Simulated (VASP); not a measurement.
Ir: single point with BLYP+D3

Ir:

```
Ir
1.0
     0.00000    1.91560    1.91560
     1.91560    0.00000    1.91560
     1.91560    1.91560    0.00000
Ir
1
Direct
  0.00000 0.00000 0.00000
```

```yaml
Program: VASP 6.6.1
Task: single point
Functional: BLYP
Dispersion: D3
Potentials_or_basis: VASP PAW PBE potentials, release 64 (Ir)
Cutoff: 520 eV
k_mesh: 9 × 9 × 9
Occupations: gaussian, width 0.05 eV
Spin: spin-orbit coupling, no magnetisation
```

The pressure is 11.2 GPa. The valence electrons inside the program's atomic spheres are Ir 8.48 and the dispersion energy per atom is -1.417 eV.

It took 24 s on 1 thread of Intel(R) Xeon(R) Platinum 8559C (Emerald Rapids), on a shared host, peak memory 0.17 GiB.

Caveat: the PAW data sets were made with another functional, which shifts forces and pressure a little.
